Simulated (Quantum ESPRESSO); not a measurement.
## CsPbBr3 in Quantum ESPRESSO: the effect of functional

The system is CsPbBr3.

```
Pb Cs Br
1.0
     5.87000    0.00000    0.00000
     0.00000    5.87000    0.00000
     0.00000    0.00000    5.87000
Pb Cs Br
1 1 3
Cartesian
  2.9350 2.9350 2.9350
  0.0000 0.0000 0.0000
  2.9350 2.9350 0.0000
  2.9350 0.0000 2.9350
  0.0000 2.9350 2.9350
```

Measurements of this composition are mostly on another form, of space group No. 62.

Alike in all runs:

```yaml
Program: Quantum ESPRESSO 7.5
Task: dielectric tensor
Cutoff: 762 eV
Density_cutoff: 3048 eV
k_mesh: 4 × 4 × 4, shifted
Occupations: fermi-dirac, width 0.05 eV
Spin: no spin polarisation
```

```csv
functional,potentials or basis,pressure (GPa),dielectric constant (mean)
LDA,PseudoDojo 0.4.1 SR LDA standard,?,?
PBE,PseudoDojo 0.4.1 SR PBE standard,1.3,3.83
PBEsol,PseudoDojo 0.4.1 SR PBEsol standard,-0.1,3.89
WC,PseudoDojo 0.4.1 SR PBE standard,0.1,3.90
BLYP,PseudoDojo 0.4.1 SR PBE standard,2.8,3.80
```

Problem. What does the run with functional LDA give?

Solution. Pressure -1.3 GPa; dielectric constant 3.93 mean.

Caveats: the potentials were made for another functional, which shifts forces and pressure (some runs).
